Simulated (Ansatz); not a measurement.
Born–Oppenheimer molecular dynamics of a periodic cell of 18 atoms, TiO2 (start crystal TiO2, start structure P1, volume 1 times the crystal's). It goes on from the last frame of an earlier run, with new velocities.

Level of theory: DFT PBE, scalar-relativistic, plane waves, PAW in Ansatz. Settings: PAW set soft_1, cutoff 420 eV, k mesh 2x2x2, fermi-dirac smearing 0.36 eV, no spin polarisation.

* ensemble: NVT, Langevin thermostat
* time step: 0.75 fs
* steps asked: 160
* set temperature: 3360 K
* friction: 0.02 /fs
* temperature schedule: 120 steps to 300 K, then 40 steps to 300 K
* seed: 180974

First frame:

```xyz
18
Lattice="-2.9685 -4.7076 0.0000 2.9681 -4.7076 0.0000 1.4836 0.2424 7.0835" Properties=species:S:1:pos:R:3
Ti 0.410 -6.845 4.873
Ti 1.585 -2.387 2.025
Ti -0.322 -4.563 0.153
O 0.086 -5.496 6.286
O 2.053 -1.515 3.603
O 0.747 -5.640 0.914
O 1.570 -2.972 5.867
O 0.366 -8.167 3.166
O 1.821 -3.248 0.687
Ti 0.205 -2.464 4.549
Ti 1.546 -7.234 1.984
Ti -3.316 -4.960 -0.260
O 2.931 -5.279 5.591
O 1.398 -6.221 3.757
O -0.007 -1.491 1.212
O 1.820 -8.145 5.763
O -0.214 -3.761 3.107
O -1.617 -3.750 0.800
```

(1) What does the run give?

(2) What happens to the structure?

(3) How do temperature and energy run in time?

Results:

(1) All steps were run.

| Item | Value |
| --- | --- |
| steps done | 160 |
| time covered | 120 fs |
| mean temperature over the second half | 1714 K |
| spread of the potential energy over the second half | 73.8 meV per atom |
| mean potential energy of the second half above the start | -277.1 meV per atom |

The schedule's set-point averaged 558 K over the second half and the system 1714 K, so it lags behind the ramp. A run of 0.12 ps of so small a system gives no equilibrium averages. Limits of this set-up: coarse k mesh.

(2) Mean squared displacements from the first frame to the last, about the centre of mass: Ti 0.30 Å², O 0.32 Å². This is one draw of velocities; another would differ in detail.

(3) 
```tsv
time (fs)	T (K)	potential energy less start (eV)
0	3173	0.000
3.75	2920	-0.315
7.5	3491	-1.166
11.25	3383	-1.339
15	3042	-0.827
18.75	2876	-0.416
22.5	3008	-0.584
26.25	3029	-1.604
30	3220	-2.297
33.75	2987	-2.497
37.5	3166	-2.547
41.25	3622	-2.972
45	3602	-3.274
48.75	3003	-2.985
52.5	2858	-2.409
56.25	2981	-2.823
60	2795	-3.180
63.75	2682	-3.165
67.5	2219	-3.163
71.25	1972	-3.369
75	2068	-3.717
78.75	1946	-4.039
82.5	1834	-4.429
86.25	1715	-4.836
90	1619	-5.180
93.75	1493	-5.394
97.5	1305	-5.477
101.25	1222	-5.575
105	1140	-5.833
108.75	1260	-6.332
112.5	1359	-6.833
116.25	1433	-7.158
120	1411	-7.279
```

The run took 19 min on 1 thread of Arm Neoverse V2, with other jobs on the host, peak memory 0.68 GiB.
